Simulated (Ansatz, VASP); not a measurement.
# CsH in VASP and in Ansatz

The input INCAR:

```
SYSTEM = CsH
PREC     = Accurate       ! precision mode
ENCUT    = 520            ! plane-wave cutoff, eV
EDIFF    = 1E-7           ! SCF threshold, eV
ISMEAR   = 0              ! smearing method
SIGMA    = 0.02           ! smearing width, eV
LREAL    = .FALSE.        ! projectors in reciprocal space
LASPH    = .TRUE.         ! aspherical terms in the spheres
NELM     = 60             ! most SCF steps
ALGO     = Normal         ! electronic algorithm
ISIF     = 2              ! what is computed and relaxed
LWAVE    = .FALSE.        ! write WAVECAR
LCHARG   = .TRUE.         ! write CHGCAR
LELF     = .TRUE.         ! ELF
LVHAR    = .TRUE.       
NBANDS   = 12             ! bands
```

KPOINTS

```
regular mesh
0
G
  8 8 8
  0 0 0
```

File POSCAR:

```
CsH
1.0
    0.0000000000      3.1496086798      3.1496086798
    3.1496086798      0.0000000000      3.1496086798
    3.1496086798      3.1496086798      0.0000000000
Cs H
1 1
Direct
    0.0000000000      0.0000000000      0.0000000000
    0.5000000000      0.5000000000      0.5000000000
```

Input for Ansatz:

```yaml
crystal:
  lattice:
    - [0.0, 3.1496086798, 3.1496086798]
    - [3.1496086798, 0.0, 3.1496086798]
    - [3.1496086798, 3.1496086798, 0.0]
  atoms:
    - { symbol: Cs, position: [0.0, 0.0, 0.0] }
    - { symbol: H, position: [0.5, 0.5, 0.5] }
basis:
  ecutwfc: 420
kpoints:
  mp_grid: { grid: [8, 8, 8] }
hamiltonian:
  xc: lda
scf:
  occupations: { method: gaussian, width: 0.02 }
output:
  forces: true
  stress: true
  eigenvalues: true
```

Alike in both runs: task single point; functional LDA; k mesh 8 × 8 × 8; occupations gaussian, width 0.02 eV; no spin polarisation.

|  | VASP | Ansatz |
| --- | --- | --- |
| version | VASP 6.6.1 | Ansatz 0.2.0 |
| potentials or method | VASP PAW LDA potentials, release 64 (Cs_sv, H) | scalar-relativistic, plane waves, PAW |
| plane-wave cutoff (eV) | 520 | 420 |
| valence electrons in the cell | 10 | 10 |

Ansatz gave:

* gap on the k mesh at the Fermi level (eV): 1.91
* least direct gap on the mesh (eV): 1.91
* pressure (GPa): -1.0

Task: What did VASP give for the same quantities?

Result: gap on the k mesh at the Fermi level (eV): 1.89; least direct gap on the mesh (eV): 1.89; pressure (GPa): -1.0.

Caveats: spin-orbit coupling is left out, which moves the levels of the heavy elements. A hybrid or GW would open this gap; LDA tends to underestimate it. A k mesh can miss the band edges.
